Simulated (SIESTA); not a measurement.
**CO2 in SIESTA: the effect of functional**

Crystal: CO2.

```
CELL_PARAMETERS angstrom
-1.97473 1.97473 3.01406
1.97473 -1.97473 3.01406
1.97473 1.97473 -3.01406
ATOMIC_POSITIONS crystal
O 0.87500 0.95980 0.58480
O 0.37500 0.29020 0.41520
O 0.04020 0.62500 0.91520
O 0.70980 0.12500 0.08480
C 0.00000 0.00000 0.00000
C 0.75000 0.25000 0.50000
```

The cell comes from a database or a generator and needn't be the stable form of this composition.

Alike in all runs:

```yaml
Program: SIESTA 5.4.2
Task: band structure
Basis: DZP (energy shift 0.003 Ry)
Grid_cutoff: 800 Ry
Energy_shift: 0.003 Ry
k_mesh: 9 × 9 × 9
Occupations: fermi-dirac, width 0.05 eV
Spin: no spin polarisation
```

```csv
functional,potentials or basis,gap on the mesh (eV),pressure (GPa),largest force (eV/Å)
AM05,PseudoDojo 0.4 standard (PBEsol files),7.52,-2.5,0.19
BLYP,PseudoDojo 0.4 standard (PBE files),?,?,?
vdW-DF-cx,PseudoDojo 0.4 standard (PBE files),7.59,-0.3,0.60
```

Task: What does the run with functional BLYP give?

Result: gap on the mesh 7.70 eV; pressure 10.9 GPa; largest force 0.81 eV/Å.

Caveats: the potentials were made for another functional, which shifts forces and pressure; the basis of atomic orbitals isn't converged, which shifts pressures, moduli and gaps.

